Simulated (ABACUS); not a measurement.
Sn:

```
CELL_PARAMETERS angstrom
-1.72654 1.77555 2.33834
1.72654 -1.77555 2.33834
1.72654 1.77555 -2.33834
ATOMIC_POSITIONS crystal
Sn 0.00000 0.00000 0.00000
```

This isn't the form of Sn at room conditions, which is tetragonal (white tin).

Base run:

* Program: ABACUS 3.10.1
* Functional: LDA
* Potentials or basis: SG15 ONCV 1.2 PBE
* Cutoff: 1361 eV
* Density cutoff: 5442 eV
* Basis: DZP LCAO (the cutoffs set its grid)
* k mesh: 8 × 8 × 8
* Occupations: fermi-dirac, width 0.05 eV
* Spin: no spin polarisation

Its results: band gap on the k mesh none (metal or under the smearing width); pressure -3.7 GPa.

Q: The run is repeated on the same cell with these changes: functional from LDA to PBEsol. What comes out?

A: Band gap on the k mesh none (metal or under the smearing width); pressure -2.0 GPa.

PBEsol binds less tightly than LDA, so the same cell stands under more pressure.

Caveats: the atomic orbitals were generated for these runs and aren't a published set; the potentials were made for another functional, which shifts forces and pressure; the basis of atomic orbitals isn't converged, which shifts pressures, moduli and gaps.
